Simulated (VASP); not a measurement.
The system is NaCl.

```
Cl Na
1.0
     0.00000    2.79406    2.79406
     2.79406    0.00000    2.79406
     2.79406    2.79406    0.00000
Cl Na
1 1
Direct
  0.50000 0.50000 0.50000
  0.00000 0.00000 0.00000
```

The cell is a database's computed one.

Base run:

| Quantity | Value |
| --- | --- |
| Program | VASP 6.6.1 |
| Functional | HSE06 |
| Potentials or basis | VASP PAW PBE potentials, release 64 (Cl, Na_pv) |
| Cutoff | 520 eV |
| k mesh | 6 × 6 × 6 |
| Occupations | gaussian, width 0.02 eV |
| Spin | no spin polarisation |

Its results: band gap on the k mesh 6.61 eV, direct; pressure 1.0 GPa.

Question: After a change of settings the same cell gave: band gap on the k mesh 8.82 eV, direct; pressure -0.1 GPa. Which change was it?
A. functional from HSE06 to PBE0
B. functional from HSE06 to HSE03
C. functional from HSE06 to r2SCAN-EpsX

Answer: C.

Caveats: the PAW data sets were made with another functional, which shifts forces and pressure a little.
